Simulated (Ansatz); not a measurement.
## How Rb stores the work of compression

All numbers below come from Ansatz, DFT PBE+D3(BJ), scalar-relativistic, plane waves, PAW. (420 eV cutoff, 12×12×6 k-mesh, Gaussian smearing of 0.10 eV, no spin polarisation)

The relaxed crystal:

```yaml
crystal:
  lattice:
    - [4.95638, 0.00000, 0.00000]
    - [-2.47819, 4.29235, 0.00000]
    - [0.00000, 0.00000, 8.07566]
  atoms:
    - { symbol: Rb, position: [0.33333, 0.66667, 0.25000] }
    - { symbol: Rb, position: [0.66667, 0.33333, 0.75000] }
```

Cell and atoms were relaxed at each target pressure within the start's symmetry (P6_3/mmc), at zero temperature; other phases can be more stable under pressure. H = E + PV with P the target; E is the free energy at the smearing used, whose derivative the pressure is, per atom and counted from zero pressure. The mesh named is that at zero pressure; some other pressures ran on another.

```tsv
P (GPa)	V (Å³/atom)	E − E0 (meV)	H − H0 (meV)
0	85.903	0.0	0.0
2	61.026	118.2	880.0
5	47.766	391.0	1881.6
10	37.298	858.6	3186.6
20	25.911	1891.4	5125.9
40	18.633	3126.2	7778.3
```

Question: Thermodynamics gives dH/dP = V along a relaxed path. Integrate V over P by the trapezoid rule and compare with the computed enthalpies.

Answer: With 1 eV/Å³ = 160.22 GPa, each step adds the mean volume times ΔP / 160.22:
```tsv
P (GPa)	∫V dP (meV)	H − H0 (meV)	difference (meV)
2	917.1	880.0	37.1
5	1935.6	1881.6	54.0
10	3262.9	3186.6	76.3
20	5235.5	5125.9	109.6
40	8015.8	7778.3	237.5
```

V(P) curves upward, so the trapezoid rule runs high; integrating a smooth curve through the same points puts that excess at about 254.9 meV at 40 GPa, against the 237.5 meV found. What is left comes from the shape of V(P) between points this far apart, and from the mesh, the smearing and the stress tolerance.

Question: At 40 GPa, how much of the enthalpy change is stored energy and how much is the PV term?

Answer: E rises by 3126 meV/atom and PV is 40 × 18.633 / 160.22 = 4652 meV/atom, so PV makes 60 % of ΔH. So between rival structures at high pressure a small difference in volume can outweigh the difference in energy: 1 % of this volume is worth 46.5 meV/atom at this pressure.

Question: What bulk modulus do the lowest pressures give?

Answer: From the pressures that the runs reached, 0.00 GPa (85.903 Å³) and 1.98 GPa (61.026 Å³), B = −ΔP/Δln V = 1.98 / 0.3419 = 6 GPa, a mean over that range.

This form isn't the element's structure at ambient conditions.